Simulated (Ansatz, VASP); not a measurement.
Two plane-wave programs on Mo

```
CELL_PARAMETERS angstrom
2.73551 0.00000 0.00000
-1.36776 2.36902 0.00000
0.00000 0.00000 2.55518
ATOMIC_POSITIONS crystal
Mo 0.00000 0.00000 0.50000
```

This isn't the form of Mo at room conditions, which is bcc.

Alike in both runs: task single point; functional PBEsol; k mesh 11 × 11 × 10; occupations methfessel-paxton of order 1, width 0.2 eV; no spin polarisation.

|  | VASP | Ansatz |
| --- | --- | --- |
| version | VASP 6.6.1 | Ansatz 0.2.0 |
| potentials or method | VASP PAW PBE potentials, release 64 (Mo_sv) | plane waves, PAW |
| plane-wave cutoff (eV) | 520 | 420 |
| valence electrons in the cell | 14 | 14 |

VASP gave:

```
pressure (GPa)                                  : -3.8
largest component of the traceless stress (GPa) : 8.60
```

**Question.** What did Ansatz give for the same quantities?

**Answer.** Pressure (GPa): -4.3; largest component of the traceless stress (GPa): 8.69.

The functional is the same, so the differences come from potentials, cutoffs and numerics.

Caveats: the PAW data sets were made with another functional, which shifts forces and pressure a little (VASP).
